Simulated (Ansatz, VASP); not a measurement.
# BiPd: VASP beside Ansatz, part 2 of 2

Wanted: the spread between two codes on one cell, functional and k mesh.  The cell is taken from a series of runs on this material, whose earlier steps may have relaxed or scaled it; both programs get it as it stands.

VASP 6.6.1 and Ansatz 0.2.0.

So far. Step 2 (Ansatz: single point, PBEsol): The run ends at a pressure of -5.14 GPa, with forces up to 0.14 eV/Å.

### 3. VASP: single point, PBEsol

Level of this step: PBEsol; plane waves and PAW (Bi_d, Pd) (VASP).

The same cell, functional, mesh and smearing now go to VASP, with its own data sets and cutoff.

Lines of VASP's logs that name or quote its potential files are left out, and so is its time.

Input file INCAR:

```
SYSTEM = BiPd
PREC = Accurate
ENCUT = 400
EDIFF = 1E-06
NELM = 100
ISMEAR = 0
SIGMA = 0.1
LREAL = .FALSE.
ALGO = Normal
GGA = PS
NBANDS = 124
LASPH = .TRUE.
LORBIT = 11
LWAVE = .FALSE.
LCHARG = .FALSE.
KPAR = 4
ISIF = 2
```

Input file POSCAR:

```
BiPd
1.0
    5.7343090000      0.0000000000      0.0000000000
    0.0000000000     10.8522410000      0.0000000000
   -1.1072120000      0.0000000000      5.6425470000
Bi Pd
8 8
Direct
    0.1131380000      0.2872020000      0.1514080000
    0.8868620000      0.7872020000      0.8485920000
    0.6405480000      0.2924960000      0.6031730000
    0.3594520000      0.7924960000      0.3968270000
    0.1166970000      0.5090370000      0.6564280000
    0.8833030000      0.0090370000      0.3435720000
    0.6493040000      0.5049290000      0.1053480000
    0.3506960000      0.0049290000      0.8946520000
    0.1704540000      0.5592690000      0.1759610000
    0.8295460000      0.0592690000      0.8240390000
    0.5976560000      0.5665190000      0.5913620000
    0.4023440000      0.0665190000      0.4086380000
    0.8426570000      0.7353460000      0.3322250000
    0.1573430000      0.2353460000      0.6677750000
    0.4062660000      0.7303040000      0.9121690000
    0.5937340000      0.2303040000      0.0878310000
```

Input file KPOINTS:

```
Automatic mesh
0
Gamma
4 2 4
0 0 0
```

Potentials, in the order of the species: Bi_d and Pd (PBE family, release 64).

Started as:

```sh
$ mpirun -np 4 vasp_std
```

Numbers of over 12 decimals in the logs are rounded to 6 here.

Output:

```text
[banner, memory and clock lines left out]
running    4 mpi-ranks, on    1 nodes
 distrk:  each k-point on    1 cores,    4 groups
 distr:  one band on    1 cores,    1 groups

 POSCAR found type information on POSCAR BiPd
 POSCAR found :  2 types and      16 ions
|                                                                             |
|               ----> ADVICE to this user running VASP <----                  |
|                                                                             |
|     You enforced a specific xc type in the INCAR file but a different       |
|     [... a line on the potential file left out ...]
|     I HOPE YOU KNOW WHAT YOU ARE DOING!                                     |
|                                                                             |

 LDA part: xc-table for (Slater+PW92), standard interpolation
 POSCAR, INCAR and KPOINTS ok, starting setup
 FFT: planning ... GRIDC
 FFT: planning ... GRID_SOFT
 FFT: planning ... GRID
 WAVECAR not read
 entering main loop
       N       E                     dE             d eps       ncg     rms          rms(c)
DAV:   1     0.231692335773E+04    0.23169E+04   -0.80536E+04  4960   0.167E+03
DAV:   2     0.245344952346E+03   -0.20716E+04   -0.20119E+04  4960   0.504E+02
DAV:   3    -0.649925697830E+02   -0.31034E+03   -0.29117E+03  5240   0.199E+02
DAV:   4    -0.872545605663E+02   -0.22262E+02   -0.21368E+02  5672   0.530E+01
DAV:   5    -0.882827247732E+02   -0.10282E+01   -0.10244E+01  5736   0.111E+01    0.119E+01
DAV:   6    -0.872963707367E+02    0.98635E+00   -0.27754E+00  5424   0.662E+00    0.594E+00
DAV:   7    -0.870948508007E+02    0.20152E+00   -0.82083E-01  6272   0.422E+00    0.287E+00
DAV:   8    -0.870286107328E+02    0.66240E-01   -0.40511E-01  6008   0.230E+00    0.759E-01
DAV:   9    -0.870244453684E+02    0.41654E-02   -0.39615E-02  6024   0.105E+00    0.269E-01
DAV:  10    -0.870238481883E+02    0.59718E-03   -0.47778E-03  5316   0.448E-01    0.133E-01
DAV:  11    -0.870236554007E+02    0.19279E-03   -0.93549E-04  5972   0.166E-01    0.448E-02
DAV:  12    -0.870236727532E+02   -0.17353E-04   -0.21925E-04  6028   0.561E-02    0.154E-02
DAV:  13    -0.870236669362E+02    0.58170E-05   -0.32201E-05  5364   0.321E-02    0.727E-03
DAV:  14    -0.870236653596E+02    0.15766E-05   -0.61438E-06  4500   0.135E-02    0.447E-03
DAV:  15    -0.870236637689E+02    0.15907E-05   -0.11078E-06  2708   0.687E-03    0.113E-03
DAV:  16    -0.870236635284E+02    0.24047E-06   -0.32165E-07  2696   0.346E-03
   1 F= -.87023664E+02 E0= -.86999458E+02  d E =-.484108E-01
```

Parts of OUTCAR (step 3):

```text
ion  position               nearest neighbor table
   1  0.113  0.287  0.151-  14 2.90  16 2.92   9 2.97  14 2.98  16 2.99  12 3.12  10 3.34   7 3.53
                             6 3.55   3 3.59   5 3.73   3 3.74   8 3.77   5 3.77
   2  0.887  0.787  0.849-  13 2.90  15 2.92  10 2.97  13 2.98  15 2.99  11 3.12   9 3.34   8 3.53
                             5 3.55   4 3.59   6 3.73   4 3.74   7 3.77   6 3.77
   3  0.641  0.292  0.603-  12 2.92  16 2.93  14 2.93  10 2.94  14 2.98  11 2.98  16 3.00   5 3.57
                             1 3.59   7 3.68   7 3.69   1 3.74   6 3.80   5 3.87
   4  0.359  0.792  0.397-  11 2.92  15 2.93  13 2.93   9 2.94  13 2.98  12 2.98  15 3.00   6 3.57
                             2 3.59   8 3.68   8 3.69   2 3.74   5 3.80   6 3.87
   5  0.117  0.509  0.656-   9 2.89  11 2.92  14 2.98  11 2.99   9 2.99  15 3.12  13 3.29   2 3.55
                             3 3.57   7 3.60   1 3.73   7 3.74   1 3.77   4 3.80   3 3.87
   6  0.883  0.009  0.344-  10 2.89  12 2.92  13 2.98  12 2.99  10 2.99  16 3.12  14 3.29   1 3.55
                             4 3.57   8 3.60   2 3.73   8 3.74   2 3.77   3 3.80   4 3.87
   7  0.649  0.505  0.105-   9 2.91  15 2.93  13 2.94  11 2.94  11 2.99   9 3.00  16 3.00   1 3.53
                             5 3.60   3 3.68   3 3.69   5 3.74   2 3.77
   8  0.351  0.005  0.895-  10 2.91  16 2.93  14 2.94  12 2.94  12 2.99  10 3.00  15 3.00   2 3.53
                             6 3.60   4 3.68   4 3.69   6 3.74   1 3.77
   9  0.170  0.559  0.176-   5 2.89  15 2.89   7 2.91  13 2.94   4 2.94   1 2.97   5 2.99   7 3.00
                            11 3.08   2 3.34
  10  0.830  0.059  0.824-   6 2.89  16 2.89   8 2.91  14 2.94   3 2.94   2 2.97   6 2.99   8 3.00
                            12 3.08   1 3.34
  11  0.598  0.567  0.591-  13 2.89   5 2.92   4 2.92  15 2.92   7 2.94   3 2.98   7 2.99   5 2.99
                             9 3.08   2 3.12
  12  0.402  0.067  0.409-  14 2.89   6 2.92   3 2.92  16 2.92   8 2.94   4 2.98   8 2.99   6 2.99
                            10 3.08   1 3.12
  13  0.843  0.735  0.332-  11 2.89   2 2.90   4 2.93   7 2.94   9 2.94   6 2.98   4 2.98   2 2.98
                            15 3.13   5 3.29
  14  0.157  0.235  0.668-  12 2.89   1 2.90   3 2.93   8 2.94  10 2.94   5 2.98   3 2.98   1 2.98
                            16 3.13   6 3.29
  15  0.406  0.730  0.912-   9 2.89   2 2.92  11 2.92   7 2.93   4 2.93   2 2.99   8 3.00   4 3.00
                             5 3.12  13 3.13
  16  0.594  0.230  0.088-  10 2.89   1 2.92  12 2.92   8 2.93   3 2.93   1 2.99   7 3.00   3 3.00
                             6 3.12  14 3.13

  LATTYP: Found a simple monoclinic cell.
 ALAT       =     5.7343090000
 B/A-ratio  =     1.8925106757
 C/A-ratio  =     1.0027629505
 COS(beta)  =    -0.1925534981

 Subroutine GETGRP returns: Found  2 space group operations
 (whereof  1 operations were pure point group operations)

The static configuration has the point symmetry C_1 .
 The point group associated with its full space group is C_2 .

 Found     20 irreducible k-points:

   k-points           NKPTS =     20   k-points in BZ     NKDIM =     20   number of bands    NBANDS=    124

   dimension x,y,z NGX =    40 NGY =   72 NGZ =   40
   dimension x,y,z NGXF=    80 NGYF=  144 NGZF=   80

   ENCUT  =  400.0 eV  29.40 Ry    5.42 a.u.   9.35 17.70  9.38*2*pi/ulx,y,z

   NELECT =     200.0000    total number of electrons

 k-points in reciprocal lattice and weights: Automatic mesh
   0.00000000  0.00000000  0.00000000       0.031
   0.25000000  0.00000000  0.00000000       0.062
   0.50000000  0.00000000  0.00000000       0.031
   0.00000000  0.50000000  0.00000000       0.031
   0.25000000  0.50000000  0.00000000       0.062
   0.50000000  0.50000000  0.00000000       0.031
   0.00000000  0.00000000  0.25000000       0.062
   0.25000000  0.00000000  0.25000000       0.062
   0.50000000  0.00000000  0.25000000       0.062
[...]
0.25000000  0.50000000  0.50000000       0.062
   0.50000000  0.50000000  0.50000000       0.031

 average (electrostatic) potential at core
       1-101.7691       2-101.7691       3-101.7361       4-101.7361       5-101.7649
       6-101.7649       7-101.7371       8-101.7371       9 -71.3082      10 -71.3082
      11 -71.3453      12 -71.3453      13 -71.3106      14 -71.3106      15 -71.3350
      16 -71.3350

 E-fermi :   8.9426

 k-point     1 :       0.0000    0.0000    0.0000
  band No.  band energies     occupation
    ...
     96       7.4745      2.00000
     97       7.5274      2.00000
     98       7.6505      2.00000
     99       7.7068      2.00000
    100       8.2386      2.00000
    101       9.2492      0.00001
    102       9.3784      0.00000
    103       9.3911      0.00000
    104       9.7231      0.00000
    105       9.7835      0.00000
    ...

 k-point     2 :       0.2500    0.0000    0.0000
  band No.  band energies     occupation
    ...
     97       7.7846      2.00000
     98       8.0360      2.00000
     99       8.1537      2.00000
    100       8.3550      2.00000
    101       8.9059      1.39659
    102       9.0998      0.02619
    103       9.2264      0.00006
    104       9.4810      0.00000
    105      10.0125      0.00000
    106      10.1160      0.00000
    ...

 k-point     3 :       0.5000    0.0000    0.0000
  band No.  band energies     occupation
    ...
     98       7.9794      2.00000
     99       8.2375      2.00000
    100       8.3150      2.00000
    101       8.6546      1.99995
    102       8.7958      1.96210
    103       9.1248      0.00998
    104       9.3999      0.00000
    105       9.4157      0.00000
    106      10.0578      0.00000
    107      10.6598      0.00000
    ...

  Total      -11.3991482    -12.1212795    -11.4649423      0.0000000      0.0000000      0.3226553
  in kB      -52.0124458    -55.3074124    -52.3126534      0.0000000      0.0000000      1.4722234
  external PRESSURE =     -53.2108372 kB  Pullay stress =       0.0000000 kB

  energy-cutoff  :      400.00
  volume of cell :      351.14
      direct lattice vectors                 reciprocal lattice vectors
     5.734309000  0.000000000  0.000000000     0.174388928  0.000000000  0.034219567
     0.000000000 10.852241000  0.000000000     0.000000000  0.092146866  0.000000000
    -1.107212000  0.000000000  5.642547000     0.000000000  0.000000000  0.177224931

 POSITION                                       TOTAL-FORCE (eV/Angst)
 -----------------------------------------------------------------------------------
      0.48113      3.11679      0.85433         0.060396     -0.010804      0.019073
      4.14597      8.54291      4.78822        -0.060396     -0.010804     -0.019073
      3.00526      3.17424      3.40343        -0.026517     -0.068682     -0.016270
      1.62184      8.60036      2.23911         0.026517     -0.068682      0.016270
     -0.05763      5.52419      3.70393         0.045304     -0.000761     -0.000546
      4.68473      0.09807      1.93862        -0.045304     -0.000761      0.000546
      3.60667      5.47961      0.59443        -0.047557      0.066249     -0.018819
      1.02043      0.05349      5.04812         0.047557      0.066249      0.018819
      0.78261      6.06932      0.99287         0.030192      0.122716      0.033927
      3.84449      0.64320      4.64968        -0.030192      0.122716     -0.033927
      2.77238      6.14800      3.33679        -0.061987      0.107621     -0.054425
      1.85472      0.72188      2.30576         0.061987      0.107621      0.054425
      4.46421      7.98015      1.87460        -0.070125     -0.105133     -0.051653
      0.16288      2.55403      3.76795         0.070125     -0.105133      0.051653
      1.31969      7.92544      5.14696         0.044773     -0.111207      0.028950
      3.30741      2.49931      0.49559        -0.044773     -0.111207     -0.028950
 -----------------------------------------------------------------------------------
    total drift:                               -0.000001     -0.002435      0.000000

  FREE ENERGIE OF THE ION-ELECTRON SYSTEM (eV)
  ---------------------------------------------------
  free  energy   TOTEN  =       -87.0236635284 eV

  energy  without entropy=      -86.9752526925  energy(sigma->0) =      -86.99945811

 total charge
# of ion       s       p       d       tot
------------------------------------------
    1        1.529   1.257   9.943  12.729
    2        1.529   1.257   9.943  12.729
    3        1.519   1.281   9.948  12.748
    4        1.519   1.281   9.948  12.748
    5        1.529   1.256   9.942  12.727
    6        1.529   1.256   9.942  12.727
    7        1.519   1.282   9.948  12.749
    8        1.519   1.282   9.948  12.749
    9        0.411   0.356   8.608   9.376
   10        0.411   0.356   8.608   9.376
   11        0.413   0.364   8.607   9.384
   12        0.413   0.364   8.607   9.384
   13        0.411   0.355   8.608   9.375
   14        0.411   0.355   8.608   9.375
   15        0.412   0.359   8.609   9.380
   16        0.412   0.359   8.609   9.380
--------------------------------------------------
tot         15.487  13.023 148.428 176.937

[... 3 further parts left out ...]
```

The k-mesh is coarse for a metal.

The run ends at a pressure of -5.32 GPa, with forces up to 0.14 eV/Å.

### 4. Side by side

Known differences besides the PAW data sets themselves: the data sets hold 264 valence electrons in Ansatz (default PAW (the set named soft_2) files) and 200 in VASP; the cutoff is 420 eV in Ansatz and 400 eV in VASP; Ansatz makes its cores anew for this functional, VASP keeps those of its PBE data sets. Total energies have different zeros and are not compared.

The two programs side by side:

| quantity | Ansatz | VASP | difference |
| --- | --- | --- | --- |
| pressure (GPa) | -5.14 | -5.32 | +0.19 |

Forces on 10 of the 16 atoms, picked by the larger force of the two programs (eV/Å; atoms numbered as in POSCAR):

```csv
atom,"Ansatz x, y, z","VASP x, y, z"
Bi7,"-0.050, 0.070, -0.018","-0.048, 0.066, -0.019"
Bi8,"0.050, 0.070, 0.018","0.048, 0.066, 0.019"
Pd9,"0.031, 0.120, 0.035","0.030, 0.123, 0.034"
Pd10,"-0.031, 0.120, -0.035","-0.030, 0.123, -0.034"
Pd11,"-0.063, 0.106, -0.055","-0.062, 0.108, -0.054"
Pd12,"0.063, 0.106, 0.055","0.062, 0.108, 0.054"
Pd13,"-0.071, -0.103, -0.053","-0.070, -0.105, -0.052"
Pd14,"0.071, -0.103, 0.053","0.070, -0.105, 0.052"
Pd15,"0.046, -0.110, 0.030","0.045, -0.111, 0.029"
Pd16,"-0.046, -0.110, -0.030","-0.045, -0.111, -0.029"
```

The forces differ by 1.9 meV/Å r.m.s., which is 3.1 % of the r.m.s. force of 0.06 eV/Å (both taken over all components).

### 5. Results

```
r.m.s. force difference (single point, PBEsol) : 1.9 meV/Å
```

In words: The r.m.s. force difference is 1.9 meV/Å (single point, PBEsol), within the 12 meV/Å picked in this series as the mark of a large difference. Differences of this kind measure data sets and numerical settings, not the functional's error against experiment.

[Lines on the potential files, build, host, timing and source positions are cut from VASP's logs without a mark.]

[Logs are printed without paths, hosts, clocks, repeated set-up lines and the standing remarks that a program may print on its own settings, such as how far it seeks lower states.]

[Hosts, paths, dates, database ids (printed as entryN), source tags and the programs' standing remarks are cut or masked in the printed files.]
